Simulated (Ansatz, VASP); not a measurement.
Au: 3 runs at one level of theory

The starting cell:

```
Au
1.0
     0.00000    2.03500    2.03500
     2.03500    0.00000    2.03500
     2.03500    2.03500    0.00000
Au
1
Direct
  0.00000 0.00000 0.00000
```

Alike in all runs: task relaxation of cell and atoms; functional PBE; dispersion D3(BJ); k mesh 11 × 11 × 11; occupations fermi-dirac, width 0.05 eV; no spin polarisation; no spin-orbit coupling.

```json
{"program and potentials": "Ansatz, Ansatz PAW", "plane-wave cutoff (eV)": "420", "notes": "19 valence electrons an atom on average", "equilibrium volume (Å³/atom)": "17.26"}
{"program and potentials": "VASP, PBE PAW files Au, 600 eV", "plane-wave cutoff (eV)": "600", "notes": "11 valence electrons an atom on average", "equilibrium volume (Å³/atom)": "17.24"}
{"program and potentials": "Ansatz, all-electron LAPW, scalar-relativistic", "plane-wave cutoff (eV)": "-", "notes": "-", "equilibrium volume (Å³/atom)": "17.25"}
```

The equilibrium volume spans 17.24 (VASP, PBE PAW files Au, 600 eV) to 17.26 Å³/atom (Ansatz, Ansatz PAW), with all-electron results at 17.25. Relaxations stop with a little pressure left, so the last digit of a volume isn't settled.

The functional is the same throughout but for its coding, so the spread measures potentials, basis and numerics; runs on potential files found faulty are left out.

The three equilibrium volumes agree closely, and both potential-based results lie next to the all-electron value of 17.25 Å³/atom. The two potentials divide core from valence differently: 19 electrons corresponds to treating 5s and 5p along with 5d and 6s, while 11 leaves only 5d and 6s active. That this hardly matters is reasonable, since the 5s and 5p shells are compact and deep in energy and barely respond to bond formation near equilibrium. Cohesion in gold comes mainly from the broad 6s-derived band and its hybridisation with the filled 5d shell, which both potentials describe explicitly.

The common volume is slightly larger than the measured one, in keeping with the tendency of PBE to underbind the late 5d metals; the attractive dispersion term probably offsets only part of that error. Agreement among the codes therefore supports the potentials, not the functional. Nor does it establish that the smaller valence space would serve equally well under strong compression, where semicore shells begin to overlap.
